## Two steps further into compression

MoS₂ is built of S–Mo–S sheets, with strong bonds inside each sheet and weak forces between them. In the calculation below, the whole crystal is shrunk or enlarged at fixed shape and fixed atomic fractions, so bonds and interlayer gaps change by the same ratio. Energies and pressures are shown for five volumes. What will they be at the two densest ones?

MoS₂ (space group R3m, 3 atoms per cell) at fixed shape and atomic fractions, computed with ABACUS 3.10.1 using PBE without dispersion, spin polarisation or spin–orbit coupling. The runs use plane waves to 1102 eV, PseudoDojo NC SR 0.4.1 PBE standard potentials, a 10×10×10 k mesh and 0.05 eV Fermi–Dirac smearing. Energies are counted from the minimum of the fitted curve.

```csv
volume (Å³/atom),energy (meV/atom),pressure (GPa)
16.66,?,?
17.02,?,?
17.37,26.26,8.880
17.73,10.50,5.420
18.08,2.02,2.290
18.44,0.11,-0.520
18.79,4.11,-3.060
```

The energy is counted per atom from the minimum of the energy curve. A positive pressure means that the cell pushes outward, and a negative one that it pulls inward. The sign changes between 18.08 and 18.44 Å³/atom, where the energy is lowest. The cell from which the scaling starts, at 17.73 Å³/atom, is therefore already compressed at this level of theory.

### Why equal steps cost more and more

The known volumes are equally spaced, but the pressures are not. The loosest step raises the pressure by 2.54 GPa, the densest by 3.46 GPa. Divided by the relative change in volume, these steps give a stiffness that grows from 133 to 171 GPa. A forecast that merely repeats the last step treats the crystal as a spring of constant stiffness, which it is not.

A diatomic molecule shows the likely reason in its simplest form. When its bond is shortened, the repulsion between overlapping electron clouds rises faster than the attraction, so each further bit of shortening needs a larger increase in force. Standard bonding theory leads us to expect the same of the Mo–S bonds here. The likeness ends there, because in the crystal the sulfur atoms should also press on one another, within the sheets and across the gaps. Total energies at fixed shape can't say how much each contact contributes. Geometry adds a share as well: in a smaller crystal, an equal step in volume is a larger step in length, and the same extra force acts on a smaller area.

### From strain to pressure

A formula for the forecast needs a measure of compression. Let V be the volume, V₀ that of the starting cell, w = (V₀/V)^(2/3) and f = w − 1. The quantity w grows as the inverse square of all lengths, and f is zero in the starting cell.

Near the minimum, the energy can be written as a cubic polynomial in f. Pressure is the energy gained per unit of volume removed, P = −dE/dV. Differentiating turns the cubic into a quadratic, and the change of variable from f to V adds a factor proportional to w^(5/2):

P = w^(5/2) (a + b f + c f²)

This is the third-order Birch–Murnaghan equation, with strain counted from the starting cell. A fit to the five known pressures gives a = 5.416, b = 233 and c = 61.8 GPa.

The row at 17.02 Å³/atom, which was not part of the fit, serves as a worked example. Its volume is 0.96 of the starting one, so w = 0.96^(−2/3) = 1.0276, f = 0.0276 and w^(5/2) = 1.0704. Then

P = 1.0704 × (5.416 + 233 × 0.0276 + 61.8 × 0.0276²) = 1.0704 × 11.89 ≈ 12.73 GPa.

The energy follows from the same curve, because the work of compression is the area under pressure against volume. One overall factor, fitted to the five known energies, comes out as 1.001. It would be exactly 1 if the two columns matched perfectly.

### The forecast

Each of the two new steps should raise the pressure by more than the step before it. Repeating the last known step should therefore give too low a pressure at both volumes, and more so at the denser one. The energy should climb ever more steeply. The values are:

- **17.02 Å³/atom:** 12.73 ± 0.05 GPa and 50.1 ± 0.2 meV/atom.
- **16.66 Å³/atom:** 17.01 ± 0.10 GPa and 82.9 ± 0.5 meV/atom.

The ranges are judgements that allow for rounded input and for the choice of formula. To test that choice, a Morse-like spring acting on all lengths was fitted to the same five pressures. At the densest volume it gives 16.98 GPa, well inside the range.

The withheld rows as computed:

```csv
volume (Å³/atom),energy (meV/atom),pressure (GPa)
16.66,82.96,17.010
17.02,50.12,12.730
```

### What the hits mean

All four values lie inside their ranges. The pressures agree with the forecast to within 0.01 GPa, and the energies lie less than 0.02 meV/atom above its unrounded values. The ranges were thus far wider than needed. Repeating the last known step would have given 12.34 and 15.80 GPa, too low by 0.39 and 1.21 GPa.

The forecast works because the step into the unknown is short when measured in lengths. The Mo–S distance falls from 2.370 Å in the densest known row to 2.337 Å in the densest of all, a change of 1.4 %. Even at the densest volume the term with c, which five points fix least well, adds only about 0.1 GPa. Most of the stiffening is already contained in the strain measure and its factor w^(5/2).

Could the known pressures have carried a trace of the two hidden rows? They would have, if they had been taken as the slope of a smooth curve through all seven energies. The data speak against this. The energies follow such a curve to about 0.001 meV/atom, while the area under the pressures differs from them by about 0.1 %, which is far more at the dense end. The zero of the energy scale does come from a curve through all seven rows. A cubic in f with a free constant, fitted to the five known energies alone, doesn't depend on that zero, and it too meets both hidden energies to within 0.01 meV/atom.

### A rule to carry away, and its limit

The way the stiffness grows with pressure can be condensed into two numbers. At zero pressure the stiffness, or bulk modulus, is 141 GPa, and it rises by about 4.35 GPa for each GPa of pressure. Halfway through the densest known step the pressure is about 7.15 GPa, so the rule gives 141 + 4.35 × 7.15 ≈ 172 GPa, close to the 171 GPa found above. With c = 0 the formula would give a slope of exactly 4 at zero pressure, so here the modulus alone already allows a good first guess at how the curve bends.

The modulus itself must not be used for a real MoS₂ crystal or film under pressure. Real layers move together first, because the gaps are much softer than the bonds, and the crystal yields far more easily than 141 GPa suggests. Here the fixed shape and the fixed atomic fractions force the stiff sheets to shrink along with the gaps. They also hide a known weakness of PBE without a dispersion correction, which hardly binds the layers to one another. An engineer who needs the true compressibility must let the shape and the atoms relax at each volume and include dispersion.

The output printed after this text gives the fits to the known rows and the miss for each hidden one.

The analysis program printed:

```
fit of pressure on 5 rows: coefficient of w**2.5 5.416 +/- 0.0025, coefficient of w**2.5*f 233 +/- 0.19, coefficient of w**2.5*f**2 61.82 +/- 6.6; rms 0.00254, worst 18.08 0.00386, leave-one-out rms 0.00735
  rows outside the fit (model, value, miss): 16.66 17.01, 17.01, -0.00494; 17.02 12.73, 12.73, -0.000997
fit of energy on 5 rows: coefficient of ework 1.001 +/- 0.00027; rms 0.0069, worst 18.79 0.0149, leave-one-out rms 0.00772
  rows outside the fit (model, value, miss): 16.66 82.94, 82.96, -0.0153; 17.02 50.11, 50.12, -0.0108
fit of energy on 5 rows: constant 10.5 +/- 0.0026, coefficient of f 899.4 +/- 0.14, coefficient of f**2 19345 +/- 14, coefficient of f**3 3673 +/- 356; rms 0.0013, worst 18.08 0.00208, leave-one-out rms 0.0161
  rows outside the fit (model, value, miss): 16.66 82.96, 82.96, -0.00161; 17.02 50.11, 50.12, -0.00695
fit of pressure on 5 rows: coefficient of exp(-2*s*(rl-1))/rl**2 139.3 +/- 0.057, coefficient of exp(-s*(rl-1))/rl**2 -133.8 +/- 0.056, s 3.333; rms 0.00238, worst 18.08 0.0041, leave-one-out rms 0.00648
  rows outside the fit (model, value, miss): 16.66 16.98, 17.01, -0.0283; 17.02 12.72, 12.73, -0.00853
Mo-S length in all rows, densest first (angstrom): 16.66 2.337, 17.02 2.354, 17.37 2.37, 17.73 2.386, 18.08 2.402, 18.44 2.417, 18.79 2.433
known pressure steps, densest first (GPa): 3.46, 3.13, 2.81, 2.54
mean stiffness over the known steps, densest first (GPa): 171.3, 158.1, 144.7, 133.3
volume at zero pressure, known rows only (angstrom^3/atom): 18.37
bulk modulus there, known rows only (GPa): 141.2
slope of the modulus, known rows only: 4.35
forecast pressure steps, 16.66 from 17.02 and 17.02 from 17.37 (GPa): 4.276, 3.849
pressure at 16.66 and 17.02 if the last known step repeats (GPa): 15.8, 12.34
lower and upper pressure forecast at 16.66 (GPa): 16.91, 17.11
lower and upper pressure forecast at 17.02 (GPa): 12.68, 12.78
lower and upper energy forecast at 16.66 (meV/atom): 82.44, 83.44
lower and upper energy forecast at 17.02 (meV/atom): 49.91, 50.31
Morse less Birch-Murnaghan pressure at 16.66 and 17.02 (GPa): -0.02339, -0.007536
```
